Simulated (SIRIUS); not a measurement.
Crystal: Si.

```
Si
1.0
     2.66225   -0.03624   -0.00683
    -1.36251    2.23176    0.04190
    -0.00643    0.04182    2.48776
Si
1
Direct
  0.00000 0.00000 0.00000
```

This isn't the form of Si at room conditions, which is diamond.

| Item | Value |
| --- | --- |
| Program | SIRIUS 7.10.0 |
| Task | relaxation of cell and atoms |
| Functional | revPBE |
| Dispersion | D3 |
| Potentials or basis | PseudoDojo 0.4.1 PBE standard (scalar relativistic) |
| Cutoff | 490 eV |
| Density cutoff | 1959 eV |
| k mesh | 6 × 6 × 6 |
| Occupations | fermi-dirac, width 0.05 eV |
| Spin | no spin polarisation |

At the start: pressure -0.1 GPa; volume 14.65 Å³/atom.

Problem. How do energy, volume and symmetry change on relaxing?

Solution. Over 12 steps the energy falls by 35.3 meV/atom and the volume is 14.87 Å³/atom (+1.4 %); space group C2/m (No. 12, to 0.05 Å).

Step by step:
| step | energy change (eV) | largest force (eV/Å) | pressure (GPa) | volume (Å³) |
| --- | --- | --- | --- | --- |
| 1 | 0.0000 | 0.0000 | -0.05 | 14.65 |
| 2 | -0.0164 | 0.0000 | 0.21 | 14.65 |
| 3 | -0.0321 | 0.0000 | 0.99 | 14.68 |
| 4 | -0.0333 | 0.0000 | 0.50 | 14.73 |
| 5 | -0.0339 | 0.0000 | 0.07 | 14.79 |
| 6 | -0.0346 | 0.0000 | -0.17 | 14.85 |
| 7 | 0.1127 | 0.0000 | -6.16 | 16.81 |
| 8 | -0.0351 | 0.0000 | 0.41 | 14.80 |
| 9 | -0.0352 | 0.0000 | 0.23 | 14.82 |
| 10 | -0.0353 | 0.0000 | -0.09 | 14.87 |
| 11 | -0.0353 | 0.0000 | -0.05 | 14.86 |
| 12 | -0.0353 | 0.0000 | -0.07 | 14.87 |

Final structure:
```cif
data_structure
_symmetry_space_group_name_H-M 'P 1'
_symmetry_Int_Tables_number 1
_cell_length_a 2.8084
_cell_length_b 2.5792
_cell_length_c 2.4694
_cell_angle_alpha 89.315
_cell_angle_beta 90.694
_cell_angle_gamma 123.782
_cell_volume 14.87
loop_
_atom_site_label
_atom_site_type_symbol
_atom_site_fract_x
_atom_site_fract_y
_atom_site_fract_z
_atom_site_occupancy
Si1 Si 0.00000 0.00000 0.00000 1
```

Caveat: the k mesh is coarse (spacing up to 0.47 Å⁻¹), so the values aren't converged; the potentials were made for another functional, which shifts forces and pressure; pairwise dispersion overbinds metals, which lowers pressure and volume.
